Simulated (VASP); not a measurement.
Runs of VASP 6.6.1 on Al2O3. Symmetry: P-3m1, No. 164, trigonal system. The conventional cell has a = 3.017 Å, b = 3.017 Å, c = 7.575 Å, α = 90.00°, β = 90.00°, γ = 120.00°. Al (site symmetry 3m) has 4 O at 1.68 to 1.84 Å as nearest neighbours. Around O (site symmetry -3m) lie 2 Al at 1.68 Å. O (site symmetry 3m) is surrounded by 3 Al at 1.84 Å. Measurements of this composition are mostly on another form, of space group No. 167.

```csv
level,potentials or basis,gap on the mesh (eV)
SCAN,"VASP PAW PBE potentials, release 64 (Al, O)",2.89
BLYP,"VASP PAW PBE potentials, release 64 (Al, O)",2.46
PBEsol,"VASP PAW PBE potentials, release 64 (Al, O)",2.19
LDA,"VASP PAW LDA potentials, release 64 (Al, O)",2.19
revPBE,"VASP PAW PBE potentials, release 64 (Al, O)",(a)
```

Alike in all rows: task band structure; no spin polarisation; cell as given; k mesh 7 × 7 × 3; cutoff (eV) 520; smearing fermi-dirac 0.05 eV.

Q: Fill in the values left out.

A: (a) 2.39.

